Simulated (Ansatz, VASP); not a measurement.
GeSe7 in VASP and in Ansatz

```
CELL_PARAMETERS angstrom
0.00000 4.35713 4.35713
4.35713 0.00000 4.35713
4.35713 4.35713 0.00000
ATOMIC_POSITIONS crystal
Ge 0.00000 0.00000 0.00000
Se 0.50000 0.50000 0.50000
Se 0.00000 0.00000 0.50000
Se 0.50000 0.00000 0.50000
Se 0.00000 0.50000 0.50000
Se 0.50000 0.50000 0.00000
Se 0.00000 0.50000 0.00000
Se 0.50000 0.00000 0.00000
```

Change from the starting cell: species swapped into the Mg7Sc type (Fm-3m, No. 225).

Alike in both runs: functional PBE; k mesh 8 × 8 × 8; occupations gaussian, width 0.1 eV; no spin polarisation.

Ansatz relaxed the structure, and its values are those at the end. VASP's run is a single point on that final structure, the one shown.

|  | VASP | Ansatz |
| --- | --- | --- |
| version | VASP 6.6.1 | Ansatz 0.2.0 |
| potentials or method | VASP PAW PBE potentials, release 64 (Ge_d, Se) | scalar-relativistic, plane waves, PAW |
| plane-wave cutoff (eV) | 520 | 420 |
| valence electrons in the cell | 56 | 126 |

```csv
,VASP,Ansatz,Ansatz less VASP
gap on the k mesh at the Fermi level (eV),none,none,-
pressure (GPa),0.0,0.0,-0.01
```

A gap of «none» marks a metal or a gap that the smearing closes. The two sets of potentials don't hold the same shells in valence.
